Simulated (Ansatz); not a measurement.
Crystal: Se.

```
Se
1.0
     4.36620    0.00000    0.00000
    -2.18310    3.78124    0.00000
     0.00000    0.00000    4.95360
Se
3
Cartesian
  1.6910 2.9289 0.0000
  -0.4921 0.8523 3.3024
  0.9841 0.0000 1.6512
```

| Item | Value |
| --- | --- |
| Program | Ansatz 0.2.0 |
| Task | relaxation of cell and atoms |
| Functional | LDA |
| Potentials or basis | Ansatz PAW |
| Cutoff | 420 eV (not typed: the program's choice for these potentials) |
| k mesh | 7 × 7 × 6 |
| Occupations | fermi-dirac, width 0.05 eV |
| Spin | no spin polarisation |

At the start: volume 27.26 Å³/atom.

Q: How do energy, volume and symmetry change on relaxing?

A: It ends after 7 steps and the volume is 23.05 Å³/atom (-15.5 %); space group P3_121 (No. 152, to 0.05 Å).

Step by step:
| step | energy change (eV) | largest force (eV/Å) | volume (Å³) |
| --- | --- | --- | --- |
| 1 | 0.0000 | 0.2132 | 81.78 |
| 2 | -0.0913 | 0.2962 | 72.74 |
| 3 | -0.1390 | 0.0685 | 67.78 |
| 4 | -0.1496 | 0.0919 | 69.99 |
| 5 | -0.1521 | 0.0374 | 69.06 |
| 6 | -0.1523 | 0.0046 | 69.14 |
| 7 | -0.1506 | 0.0049 | 69.14 |

Final structure:
```
Se
1.0
     3.94875    0.00000    0.00000
    -1.97437    3.41971    0.00000
     0.00000    0.00000    5.11995
Se
3
Direct
  0.74494 0.74494 0.00000
  0.00000 0.25506 0.66667
  0.25506 0.00000 0.33333
```

Caveat: the volume moved by over 15 % at a fixed basis, so the end points are rough; the plane-wave basis is chosen anew once the cell has moved, so the energies of steps on either side of that aren't comparable; the volume moved by -15 % from the deposited cell, more than functionals usually miss; the PAW data sets come from PBE, with cores solved anew for the run's functional, which leaves a small shift of forces and pressure.
